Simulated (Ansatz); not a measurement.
# ZrSe2: the cost of one run

Program: Ansatz 0.2.0. Level of theory: DFT PBE, scalar-relativistic, plane waves, PAW. These are calculated values, not measurements.

The COD entry's cell or inner coordinates are ideal or old and differ from later refinements, so a difference from it is no clean test against experiment.

1 further run of the same task is left out (set aside as unsound or not needed).

**1. Starting point**

The structure is trigonal, space group P-3m1 (No. 164). Conventional cell: a = 3.798 Å, b = 3.798 Å, c = 6.192 Å, α = 90.00°, β = 90.00°, γ = 120.00°. Zr (site symmetry -3m) is surrounded by 6 Se at 2.68 Å. Se (site symmetry 3m) has 3 Zr at 2.68 Å as nearest neighbours.

Structure file:

```
CELL_PARAMETERS angstrom
3.79800 0.00000 0.00000
-1.89900 3.28916 0.00000
0.00000 0.00000 6.19200
ATOMIC_POSITIONS crystal
Zr 0.00000 0.00000 0.00000
Se 0.33333 0.66667 0.25000
Se 0.66667 0.33333 0.75000
```

The structure comes from the Crystallography Open Database.

**2. A distortion that keeps the symmetry**

The change: strain xx, yy, zz, yz, xz, xy = -0.8, -0.8, +5.2, +0.0, +0.0, +0.0 %; atoms moved by 0.10 Å root mean square, at most 0.12 Å.

input.yaml

```yaml
crystal:
  lattice:
    - [3.7676900341, 0.0, 0.0]
    - [-1.883845017, 3.262915283, 0.0]
    - [0.0, 0.0, 6.51410784]
  atoms:
    - { symbol: Zr, position: [0.0, 0.0, 0.0] }
    - { symbol: Se, position: [0.3333333333, 0.6666666667, 0.2302205286] }
    - { symbol: Se, position: [0.6666666667, 0.3333333333, 0.7697794714] }
basis:
  ecutwfc: 420
kpoints:
  mp_grid: { grid: [12, 12, 6] }
hamiltonian:
  xc: pbe
scf:
  occupations: { method: gaussian, width: 0.05 }
output:
  forces: true
  stress: true
  eigenvalues: true
```

On the command line:

```
> ansatz run input.yaml --threads 1 --pin off --max-ram 1331MiB --backend cpu --events-out ev --progress --plain --runs-dir out
```

Q: Estimate wall time and peak memory on 1 thread of an x86-64 CPU, shared host.

About 17 s, with a peak of 0.48 GiB.
